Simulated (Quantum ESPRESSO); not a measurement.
## NiSb (Breithauptite): equation of state with PBE

Crystal: NiSb (Breithauptite).

```
CELL_PARAMETERS angstrom
3.92800 0.00000 0.00000
-1.96400 3.40175 0.00000
0.00000 0.00000 5.12000
ATOMIC_POSITIONS crystal
Sb 0.66667 0.33333 0.75000
Sb 0.33333 0.66667 0.25000
Ni 0.00000 0.00000 0.50000
Ni 0.00000 0.00000 0.00000
```

```json
{
  "Program": "Quantum ESPRESSO 7.5",
  "Task": "equation of state",
  "Functional": "PBE",
  "Potentials or basis": "SSSP 1.3 efficiency PBE",
  "Cutoff": "748 eV",
  "Density cutoff": "5987 eV",
  "k mesh": "8 × 8 × 5",
  "Occupations": "fermi-dirac, width 0.05 eV",
  "Spin": "collinear spin, ferromagnetic start",
  "Starting moments": "[0.0, 0.0, 1.0, 1.0] μB"
}
```

- Equilibrium volume: 17.70 Å³/atom
- Bulk modulus at fixed shape and positions: 110 GPa
- Pressure derivative of the bulk modulus: 5.2

Energy against volume, from the lowest point:
| volume (Å³/atom) | energy (meV/atom) |
| --- | --- |
| 16.077 | 62.57 |
| 16.419 | 37.31 |
| 16.761 | 19.18 |
| 17.103 | 7.38 |
| 17.446 | 1.20 |
| 17.788 | 0.00 |
| 18.130 | 3.22 |

All runs of the series together: 18 min on 2 threads of Arm Neoverse V1 (shared host).

Caveat: the cell was scaled at fixed shape and fractional positions, which overstates the stiffness of a crystal with free parameters, most of all of layers and chains. The run has no spin-orbit coupling, so splittings on Sb are missing.
